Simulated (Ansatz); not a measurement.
## FeO (Wuestite) under changes of volume

One of the cells (10.013 Å³/atom); the others are scaled copies at fixed shape and fractional positions:

```
Fe O
1.0
     0.00000    2.15540    2.15540
     2.15540    0.00000    2.15540
     2.15540    2.15540    0.00000
Fe O
1 1
Direct
  0.00000 0.00000 0.00000
  0.50000 0.50000 0.50000
```

| Quantity | Value |
| --- | --- |
| Program | Ansatz 0.2.0 |
| Functional | LDA |
| Potentials or basis | JTH PAW LDA |
| Cutoff | 1380 eV |
| Density cutoff | 6900 eV |
| k mesh | 11 × 11 × 11 |
| Occupations | fermi-dirac, width 0.05 eV |
| Spin | collinear spin, ferromagnetic start |
| Starting moments | [3.0, 0.0] μB |

```csv
volume (Å³/atom),energy over the lowest point (meV/atom),pressure (GPa),moment (μB per cell)
9.413,0.00,-4.8,3.95
9.613,8.06,-8.6,3.99
9.813,?,?,?
10.013,38.36,-15.5,4.00
10.214,59.73,-18.5,4.00
10.414,84.62,-21.1,4.00
10.614,112.62,-23.5,4.00
```

Question: What does the run at 9.813 Å³/atom give?

Answer: Energy over the lowest point 20.96 meV/atom; pressure -12.2 GPa; moment 4.00 μB per cell.

Worked out: A Birch-Murnaghan fit of order 3 (a polynomial in V^(-2/3)) to the other rows has its minimum at 9.22 Å³/atom, just outside them, with B0 = V·E''(V) = 223 GPa and B' = 4.0. It gives 21.01 meV/atom at 9.813 Å³/atom, against the run's 20.96, and -dE/dV = -12.2 GPa, against -12.2. A parabola through the other rows of the moment, of slope 0.0587 μB per Å³/atom there, gives 3.99 μB, against the run's 4.00.

Energies are extrapolated to zero smearing.

Caveats: a cell with one magnetic atom can't hold antiferromagnetic order, which such compounds often take.
